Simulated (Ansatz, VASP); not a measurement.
**Two plane-wave programs on Os**

```
Os
1.0
     0.00000    1.89637    1.84775
     1.89637    0.00000    1.84775
     1.89637    1.89637    0.00000
Os
1
Direct
  0.00000 0.00000 0.00000
```

Change from the starting cell: strain -0.025 along x and y, -0.050 along z, atoms carried along.

Alike in both runs: task single point; functional PBEsol; k mesh 20 × 20 × 20; occupations gaussian, width 0.15 eV; no spin polarisation.

|  | VASP | Ansatz |
| --- | --- | --- |
| version | VASP 6.6.1 | Ansatz 0.2.0 |
| potentials or method | VASP PAW PBE potentials, release 64 (Os) | scalar-relativistic, plane waves, PAW |
| plane-wave cutoff (eV) | 520 | 420 |
| valence electrons in the cell | 8 | 16 |

VASP gave:

| Property | Result |
| --- | --- |
| gap on the k mesh at the Fermi level (eV) | none |
| pressure (GPa) | 24.3 |
| largest component of the traceless stress (GPa) | 6.90 |

**Question.** What did Ansatz give for the same quantities?

**Answer.** gap on the k mesh at the Fermi level (eV): none; pressure (GPa): 23.0; largest component of the traceless stress (GPa): 6.91.

A gap of «none» marks a metal or a gap that the smearing closes. The two sets of potentials don't hold the same shells in valence.

Caveats: so large a pressure means that the cell lies far from this level's equilibrium, or that cutoff or potentials fall short (VASP); the potentials were made for another functional, which shifts forces and pressure (VASP). The runs have no spin-orbit coupling, so splittings on Os are missing.
